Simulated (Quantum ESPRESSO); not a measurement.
**Cu under changes of volume**

One of the cells (11.458 Å³/atom); the others are scaled copies at fixed shape and fractional positions:

```xyz
1
Lattice="-1.4428 1.4428 1.3761 1.4428 -1.4428 1.3761 1.4428 1.4428 -1.3761" Properties=species:S:1:pos:R:3 pbc="T T T"
Cu    0.0000    0.0000    0.0000
```

This isn't the form of Cu at room conditions, which is fcc.

- Program: Quantum ESPRESSO 7.5
- Functional: PBE
- Potentials or basis: SSSP 1.3 efficiency PBE
- Cutoff: 748 eV
- Density cutoff: 5987 eV
- k mesh: 13 × 13 × 13
- Occupations: fermi-dirac, width 0.05 eV
- Spin: no spin polarisation

| volume (Å³/atom) | energy over the lowest point (meV/atom) | pressure (GPa) |
| --- | --- | --- |
| 10.771 | ? | ? |
| 11.000 | 44.05 | 14.8 |
| 11.229 | 25.21 | 10.6 |
| 11.458 | 11.98 | 6.9 |
| 11.687 | 3.76 | 3.6 |
| 11.916 | 0.00 | 0.7 |
| 12.146 | 0.19 | -1.9 |

Task: What does the run at 10.771 Å³/atom give?

Result: Energy over the lowest point 69.24 meV/atom; pressure 19.4 GPa.

Worked out: A Birch-Murnaghan fit of order 3 (a polynomial in V^(-2/3)) to the other rows has its minimum at 12.02 Å³/atom with B0 = V·E''(V) = 138 GPa and B' = 5.1 at fixed shape and positions, which overstates the stiffness. It gives 69.23 meV/atom at 10.771 Å³/atom, against the run's 69.24, and -dE/dV = 20.0 GPa, against 19.4.

Energies are extrapolated to zero smearing.
